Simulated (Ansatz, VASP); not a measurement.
Two plane-wave programs on Ti

```
CELL_PARAMETERS angstrom
4.57954 0.00000 0.00000
-2.28977 3.96599 0.00000
0.00000 0.00000 2.83217
ATOMIC_POSITIONS crystal
Ti 0.00000 0.00000 0.00000
Ti 0.33333 0.66667 0.50000
Ti 0.66667 0.33333 0.50000
```

This isn't the form of Ti at room conditions, which is hcp.

Alike in both runs: functional PBE; k mesh 12 × 12 × 14; occupations gaussian, width 0.1 eV; no spin polarisation.

Ansatz relaxed the structure, and its values are those at the end. VASP's run is a single point on that final structure, the one shown.

|  | VASP | Ansatz |
| --- | --- | --- |
| version | VASP 6.6.1 | Ansatz 0.2.0 |
| potentials or method | VASP PAW PBE potentials, release 64 (Ti_sv) | scalar-relativistic, plane waves, PAW |
| plane-wave cutoff (eV) | 520 | 420 |
| valence electrons in the cell | 36 | 36 |

VASP gave:

| Property | Result |
| --- | --- |
| gap on the k mesh at the Fermi level (eV) | none |
| pressure (GPa) | -0.3 |

Problem. Which values does Ansatz return?

Solution. gap on the k mesh at the Fermi level (eV): none; pressure (GPa): 0.0.

A gap of «none» marks a metal or a gap that the smearing closes.
